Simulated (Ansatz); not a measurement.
Crystal: Na.

```
CELL_PARAMETERS angstrom
-2.14100 2.14100 2.14100
2.14100 -2.14100 2.14100
2.14100 2.14100 -2.14100
ATOMIC_POSITIONS crystal
Na 0.00000 0.00000 0.00000
```

Base run:

* Program: Ansatz 0.2.0
* Functional: PBEsol
* Potentials or basis: all-electron LAPW, scalar-relativistic
* Cutoff: 75 eV (chosen from the basis error)
* Basis error allowed: 0.001 eV/atom
* k mesh: 9 × 9 × 9
* Occupations: gaussian, width 0.05 eV
* Spin: no spin polarisation

Its results: pressure -0.5 GPa.

Task: The run is repeated on the same cell with these changes: functional from PBEsol to LDA. What comes out?

Result: Pressure -1.1 GPa.

LDA binds more tightly than PBEsol, so the same cell stands under less pressure.
